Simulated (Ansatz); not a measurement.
# Al2Ru: tests of the settings

An exercise on one series of results from a longer session: the logs are not shown, and one member is left open.

Computed with Ansatz 0.2.0 (DFT r2SCAN, scalar-relativistic, plane waves, PAW, unless a step's input says otherwise).

1 further run of the same task is left out (set aside as unsound or not needed). Runs told in other sessions of the task aren't counted.

**Starting point**

Symmetry: I4/mmm, No. 139, tetragonal system. Conventional cell: a = 3.121 Å, b = 3.121 Å, c = 8.444 Å, α = 90.00°, β = 90.00°, γ = 90.00°. Around Al (site symmetry 4mm) lie 5 Ru at 2.58 to 2.88 Å and 5 Al at 2.69 Å. Ru (site symmetry 4/mmm) has 10 Al at 2.58 to 2.88 Å in its first shell of neighbours.

As a file:

```
Al Ru
1.0
    -1.56042    1.56042    4.22181
     1.56042   -1.56042    4.22181
     1.56042    1.56042   -4.22181
Al Ru
2 1
Direct
  0.65920 0.65920 0.00000
  0.34080 0.34080 0.00000
  0.00000 0.00000 0.00000
```

The structure comes from the Materials Project (structure only); it is used as listed.

**The base input**

The input, input.yaml:

```yaml
crystal:
  lattice:
    - [-1.56042162, 1.56042162, 4.22180559]
    - [1.56042162, -1.56042162, 4.22180559]
    - [1.56042162, 1.56042162, -4.22180559]
  atoms:
    - { symbol: Al, position: [0.65920219, 0.65920219, 0.0] }
    - { symbol: Al, position: [0.34079781, 0.34079781, 0.0] }
    - { symbol: Ru, position: [0.0, 0.0, 0.0] }
basis:
  ecutwfc: 500
kpoints:
  mp_grid: { grid: [18, 18, 18] }
hamiltonian:
  xc: r2scan
scf:
  occupations: { method: gaussian, width: 0.1 }
output:
  forces: true
  stress: true
  eigenvalues: true
  populations: true
```

Its results, from an earlier run: -2324.5912 eV/atom at zero smearing, pressure 0.12 GPa, largest force 0.018 eV/Å, no gap on the mesh, in 6 SCF cycles and 39 s.

The first run:

The input, input.yaml:

```yaml
crystal:
  lattice:
    - [-1.56042162, 1.56042162, 4.22180559]
    - [1.56042162, -1.56042162, 4.22180559]
    - [1.56042162, 1.56042162, -4.22180559]
  atoms:
    - { symbol: Al, position: [0.65920219, 0.65920219, 0.0] }
    - { symbol: Al, position: [0.34079781, 0.34079781, 0.0] }
    - { symbol: Ru, position: [0.0, 0.0, 0.0] }
basis:
  ecutwfc: 500
kpoints:
  mp_grid: { grid: [1, 1, 1] }
hamiltonian:
  xc: r2scan
scf:
  occupations: { method: gaussian, width: 0.1 }
output:
  forces: true
  stress: true
  eigenvalues: true
```

Launch:

```console
ansatz run input.yaml --threads 1 --pin off --max-ram 2560MiB --backend cpu --events-out ev --progress --plain --runs-dir out
```

Among the steps run: K-point mesh: 1×1×1; K-point mesh set to 4×4×4; K-point mesh set to 6×6×6; K-point mesh: 8×8×8; K-point mesh: 10×10×10; K-point mesh: 12×12×12; K-point mesh set to 14×14×14; K-point mesh set to 16×16×16; K-point mesh: 20×20×20; K-point mesh set to 24×24×24; K-point mesh: 26×26×26.

One of the session's tables, all rows but one given; the rest of the session is left out.

It belongs to the step «The sweep of the k-point mesh side by side». 

```
    mesh  ΔE (meV/atom)  pressure (GPa)  largest change of a force component (eV/Å)
   1×1×1            473            8.05                                       3.073
   4×4×4              ?               ?                                           ?
   6×6×6           2.20            0.12                                       0.016
   8×8×8           0.27            0.12                                       0.011
10×10×10           0.10            0.12                                       0.002
12×12×12          -0.05            0.12                                       0.001
14×14×14          -0.02            0.12                                       0.000
16×16×16          -0.01            0.12                                       0.001
18×18×18           0.00            0.12                                       0.001
20×20×20           0.00            0.12                                       0.000
24×24×24           0.00            0.12                                       0.000
26×26×26           0.00            0.12                                       0.000
```

Estimate the missing values for 4×4×4.

**Answer.** ΔE (meV/atom): 21.3; pressure (GPa): 0.23; largest change of a force component (eV/Å): 0.074. In the column «ΔE (meV/atom)» it lies between 6×6×6 (2.20) and 1×1×1 (473).

Limits of these values: The error changes sign along the series, since a k mesh isn't variational, and a metal needs dense meshes to resolve its Fermi surface.
